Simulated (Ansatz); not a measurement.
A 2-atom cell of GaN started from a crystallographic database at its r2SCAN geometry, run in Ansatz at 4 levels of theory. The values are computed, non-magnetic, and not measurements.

The LDA input:
```yaml
crystal:
  lattice:
    - [0.0, 2.1085153661, 2.1085153661]
    - [2.1085153661, 0.0, 2.1085153661]
    - [2.1085153661, 2.1085153661, 0.0]
  atoms:
    - { symbol: Ga, position: [0.5, 0.5, 0.5] }
    - { symbol: "N", position: [0.0, 0.0, 0.0] }
kpoints:
  mp_grid: { grid: [10, 10, 10] }
  band_path:
    path:
      - [0.0, 0.0, 0.0]
      - [0.5, 0.0, 0.5]
      - [0.625, 0.25, 0.625]
      - [0.375, 0.375, 0.75]
      - [0.5, 0.5, 0.5]
      - [0.5, 0.25, 0.75]
      - [0.0, 0.174479, -0.177083]
      - [0.0, 0.5, 0.5]
    npoints: 1
hamiltonian:
  xc: lda
scf:
  occupations: { method: fixed }
  n_extra_bands: 4
output:
  forces: true
  stress: true
  eigenvalues: true
  write_density: true
  write_potential: true
  elf: true
  volumetric_format: npy
```

Main results, then, where recorded, the levels near the gap in eV from the Fermi energy (columns number the bands from 0), one row a point of the path (Γ, X, U, K, L, W, K–Γ (0.53), X):
```
Crystal: 2 atoms, lattice volume = 18.748 Å³
Symmetry: 48 space group operations
Space group: Fm-3m (ITA 225)
```
```
Basis set: ecut = 420 eV, 339 PW (Γ)
Bands: 13, of which v1, the nominal top of the filled ones, is band 9 counted from 1 (8 counted from 0)
k-points: 47 of 1000
Free energy (F): -4081.203618 eV
Fermi energy:    12.918632 eV
--- Stress (GPa, compression-positive) ---
       -6.057934       0.000000       0.000000
        0.000000      -6.057934       0.000000
        0.000000       0.000000      -6.057934
  P = ⅓ Tr σ = -6.0579 GPa (-60.579 kbar)
```
```tsv
band_4	band_5	band_6	band_7	band_8	band_9	band_10	band_11
-14.024	-14.024	-0.507	-0.507	-0.507	2.382	14.625	14.625
-13.836	-10.858	-7.197	-3.072	-3.072	0.464	7.791	11.866
-13.872	-11.270	-6.212	-5.825	-2.131	3.086	8.930	11.123
-13.872	-11.270	-6.212	-5.825	-2.131	3.086	8.930	11.123
-13.891	-13.891	-8.360	-0.143	-0.143	4.725	8.968	8.968
-13.836	-11.072	-5.398	-5.398	-4.719	5.040	9.816	10.288
-14.036	-13.824	-4.711	-2.240	0.038	6.021	8.769	9.930
-13.836	-10.858	-7.197	-3.072	-3.072	0.464	7.791	11.866
```

LDA gives an indirect gap of 0.43 eV, from K–Γ (0.53 of the way from K) to X; the least direct gap is 2.89 eV at Γ.

PBE+SOC. Against the first input these blocks differ (the band path and keys that only write files left aside):
```yaml
hamiltonian:
  xc: pbe
scf:
  occupations: { method: fermi_dirac, width: 0.02 }
  n_extra_bands: 8
magnetization:
  noncollinear: true
  spin_orbit: true
```

```
Basis set: ecut = 420 eV, 339 PW (Γ)
Bands: 26, of which v1, the nominal top of the filled ones, is band 18 counted from 1 (17 counted from 0)
k-points: 47 of 1000
Free energy (F): -4167.025604 eV
Fermi energy:    13.628574 eV
--- Stress (GPa, compression-positive) ---
        8.222186       0.000000       0.000000
        0.000000       8.222186       0.000000
        0.000000       0.000000       8.222186
  P = ⅓ Tr σ = 8.2222 GPa (82.222 kbar)
```
```tsv
band_8	band_9	band_10	band_11	band_12	band_13	band_14	band_15	band_16	band_17	band_18	band_19	band_20	band_21	band_22	band_23
-14.135	-14.135	-14.135	-14.135	-0.885	-0.885	-0.832	-0.832	-0.832	-0.832	1.981	1.981	14.315	14.315	14.315	14.315
-13.929	-13.929	-11.328	-11.328	-7.499	-7.499	-3.424	-3.424	-3.365	-3.365	0.316	0.316	7.493	7.493	11.666	11.666
-14.016	-14.016	-11.748	-11.748	-6.519	-6.519	-6.088	-6.088	-2.461	-2.461	2.904	2.904	8.667	8.667	10.903	10.903
-14.016	-14.016	-11.748	-11.748	-6.519	-6.519	-6.088	-6.088	-2.461	-2.461	2.904	2.904	8.667	8.667	10.903	10.903
-14.095	-14.095	-14.042	-14.042	-8.618	-8.618	-0.502	-0.502	-0.498	-0.498	4.395	4.395	8.706	8.706	8.927	8.927
-14.028	-14.028	-11.562	-11.562	-5.732	-5.732	-5.683	-5.683	-4.961	-4.961	4.848	4.848	9.614	9.614	10.040	10.040
-14.163	-14.163	-13.999	-13.999	-5.069	-5.069	-2.568	-2.568	-0.318	-0.318	5.704	5.704	8.606	8.606	9.675	9.675
-13.929	-13.929	-11.328	-11.328	-7.499	-7.499	-3.424	-3.424	-3.365	-3.365	0.316	0.316	7.493	7.493	11.666	11.666
```

PBE+SOC gives an indirect gap of 0.63 eV, from K–Γ (0.53 of the way from K) to X; the least direct gap is 2.81 eV at Γ. The mean pressure is +8.22 GPa (compression positive), so PBE+SOC would enlarge the cell's volume.

HSE06. Against the first input these blocks differ (the band path and keys that only write files left aside):
```yaml
kpoints:
  mp_grid: { grid: [8, 8, 8] }
hamiltonian:
  xc: hse06
```

```
Basis set: ecut = 420 eV, 339 PW (Γ)
Bands: 13, of which v1, the nominal top of the filled ones, is band 9 counted from 1 (8 counted from 0)
k-points: 29 of 512
Exchange kernel: α = 0.2500, screened, ω = 0.2079 Å⁻¹, Wigner–Seitz truncation, v(0) = 1046.6064 eV·Å³, q-mesh 8×8×8
hybrid outer 1: dexx = +1.027e-2 eV, tail = 3.58e-5 eV
hybrid outer 2: dexx = +4.410e-7 eV, tail = 2.64e-8 eV, Δε = 4.19e-3 eV
Free energy (F): -4167.456665 eV
Fermi energy:    12.498431 eV
--- Stress (GPa, compression-positive) ---
       -1.422534       0.000000       0.000000
        0.000000      -1.422534       0.000000
        0.000000       0.000000      -1.422534
  P = ⅓ Tr σ = -1.4225 GPa (-14.225 kbar)
```
```tsv
band_4	band_5	band_6	band_7	band_8	band_9	band_10	band_11
-16.312	-16.312	-0.497	-0.497	-0.497	3.647	16.126	16.126
-16.079	-12.642	-7.733	-3.269	-3.269	1.936	8.969	14.077
-16.114	-13.063	-6.688	-6.099	-2.278	4.591	10.552	13.153
-16.114	-13.063	-6.688	-6.099	-2.278	4.591	10.552	13.153
-16.142	-15.644	-8.944	-0.185	-0.185	5.997	10.685	10.685
-16.079	-12.870	-5.807	-5.807	-4.778	6.700	11.656	12.064
-16.265	-16.033	-5.044	-2.396	0.038	7.595	10.629	11.514
-16.079	-12.642	-7.733	-3.269	-3.269	1.936	8.969	14.077
```

With HSE06 the valence top lies at K–Γ (0.53 of the way from K) and the conduction bottom at X, 1.90 eV higher; the smallest vertical gap, at Γ, is 4.14 eV. At this geometry HSE06 finds -1.4 GPa, compression counted positive: its own equilibrium volume is smaller. The stress of a hybrid is loosely converged here.

HSE06+SOC. Against the first input these blocks differ (the band path and keys that only write files left aside):
```yaml
kpoints:
  mp_grid: { grid: [6, 6, 6] }
hamiltonian:
  xc: hse06
scf:
  occupations: { method: fixed }
  n_extra_bands: 8
magnetization:
  noncollinear: true
  spin_orbit: true
output:
  eigenvalues: true
```

```
Basis set: ecut = 420 eV, 339 PW (Γ)
Bands: 26, of which v1, the nominal top of the filled ones, is band 18 counted from 1 (17 counted from 0)
k-points: 16 of 216
Exchange kernel: α = 0.2500, screened, ω = 0.2079 Å⁻¹, Wigner–Seitz truncation, v(0) = 1038.5578 eV·Å³, q-mesh 6×6×6
hybrid outer 1: dexx = +1.011e-2 eV, tail = 2.66e-5 eV
hybrid outer 2: dexx = +3.022e-7 eV, tail = 1.24e-7 eV, Δε = 2.32e-3 eV
Free energy (F): -4166.841698 eV
Fermi energy:    12.540566 eV
```
```tsv
band_8	band_9	band_10	band_11	band_12	band_13	band_14	band_15	band_16	band_17	band_18	band_19	band_20	band_21	band_22	band_23
-16.180	-16.180	-16.180	-16.180	-0.574	-0.574	-0.514	-0.514	-0.514	-0.514	3.615	3.615	16.071	16.071	16.071	16.071
-15.958	-15.958	-12.671	-12.671	-7.772	-7.772	-3.340	-3.340	-3.277	-3.277	1.897	1.897	8.929	8.929	14.039	14.039
-16.034	-16.034	-13.092	-13.092	-6.727	-6.727	-6.137	-6.137	-2.316	-2.316	4.552	4.552	10.514	10.514	13.114	13.114
-16.034	-16.034	-13.092	-13.092	-6.727	-6.727	-6.137	-6.137	-2.316	-2.316	4.552	4.552	10.514	10.514	13.114	13.114
-16.080	-16.080	-15.679	-15.679	-8.982	-8.982	-0.221	-0.221	-0.221	-0.221	5.957	5.957	10.533	10.533	10.751	10.751
-16.043	-16.043	-12.900	-12.900	-5.870	-5.870	-5.821	-5.821	-4.816	-4.816	6.662	6.662	11.604	11.604	12.028	12.028
-16.171	-16.171	-15.985	-15.985	-5.080	-5.080	-2.434	-2.434	0.002	0.002	7.558	7.558	10.582	10.582	11.474	11.474
-15.958	-15.958	-12.671	-12.671	-7.772	-7.772	-3.340	-3.340	-3.277	-3.277	1.897	1.897	8.929	8.929	14.039	14.039
```

HSE06+SOC gives an indirect gap of 1.89 eV, from K–Γ (0.53 of the way from K) to X; the least direct gap is 4.13 eV at Γ.

Small level splittings and stresses of the hybrids carry the error of their coarser meshes.

Totals of different functionals, or with and without spin-orbit coupling, can't be compared.

Only the levels marked +SOC include spin-orbit coupling.

The meshes of the hybrids are coarse, so their gaps aren't converged to the digits shown.
